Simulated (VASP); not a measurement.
Si, 1 atom in the cell. The structure is hexagonal, space group P6/mmm (No. 191). Conventional cell: a = 2.621 Å, b = 2.621 Å, c = 2.466 Å, α = 90.00°, β = 90.00°, γ = 120.00°. Around Si (site symmetry 6/mmm) lie 8 Si at 2.47 to 2.62 Å. This isn't the form of Si at room conditions, which is diamond.

```yaml
Program: VASP 6.6.1
Task: single point
Functional: PBE
Potentials_or_basis: VASP PAW PBE potentials, release 64 (Si)
Cutoff: 520 eV
k_mesh: 12 × 12 × 11
Occupations: gaussian, width 0.014 eV
Spin: no spin polarisation
Further_INCAR_settings: ALGO = Normal; EDIFF = 1e-07; NBANDS = 8
```

Potentials or basis: VASP PAW PBE potentials, release 64 (Si).

The run is started by

```sh
$ cat potpaw_PBE.64/Si/POTCAR > POTCAR
$ mpirun -np 1 vasp_std > vasp.out
```

Hardware: 1 thread of Intel(R) Xeon(R) Platinum 8375C CPU @ 2.90GHz (Ice Lake), with other jobs on the host.

Problem. How long does it take, and how much memory?

Solution. Run time: 6.2 s on 1 thread of Intel(R) Xeon(R) Platinum 8375C CPU @ 2.90GHz (Ice Lake) (shared host), peak memory 0.12 GiB. Counts: scf iterations 11, k points 114.
